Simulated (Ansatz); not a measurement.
A surface is cut from this relaxed crystal of InP:

```
CELL_PARAMETERS angstrom
0.00000 2.98003 2.98003
2.98003 0.00000 2.98003
2.98003 2.98003 0.00000
ATOMIC_POSITIONS crystal
In 0.00000 0.00000 0.00000
P 0.75000 0.75000 0.75000
```

Miller indices refer to the conventional cell of F-43m (No. 216), a = 5.960 Å, b = 5.960 Å, c = 5.960 Å, α = 90.00°, β = 90.00°, γ = 90.00°. The bulk's gap is 0.44 eV.

The (100) slab of 8 planes, 10.4 Å thick with 15 Å of vacuum as cut; outer planes In (top) and P (bottom).

All numbers below come from DFT PBE, scalar-relativistic, plane waves, PAW (Ansatz 0.2.0). Plane waves to 420 eV, a k mesh through Γ of 8×8×1 on the computed 8-atom cell and Gaussian smearing (0.05 eV); no spin polarisation. A dipole correction removes the field between periodic images along c.

This cut of an insulator is polar or leaves open shells, so the slab is metallic here; real surfaces compensate by reconstruction or adsorbates.

Results for the relaxed slab:

| Item | Value |
| --- | --- |
| Surface energy (mean of both faces) | 1.55 J/m² |
| Gap of the slab on the mesh | none (metal or semimetal) |
| Work function | 4.50 eV (top), 6.12 eV (bottom) |
| Dipole of the slab along +c, per cell | 0.16 e·Å |

Relaxation lowers the energy by 0.023 J/m² a face; the largest move is 0.104 Å.

```
plane (bottom to top) atoms spacing to next, bulk (Å) relaxed (Å) change (%)
                    1      P                      1.490        1.428        -4.2
                    2     In                      1.490        1.558        +4.6
                    3      P                      1.490        1.444        -3.1
                    4     In                      1.490        1.523        +2.2
                    5      P                      1.490        1.471        -1.2
                    6     In                      1.490        1.510        +1.3
                    7      P                      1.490        1.596        +7.1
                    8     In
```

Gaps are read on the k points sampled, so a band crossing between them can be missed.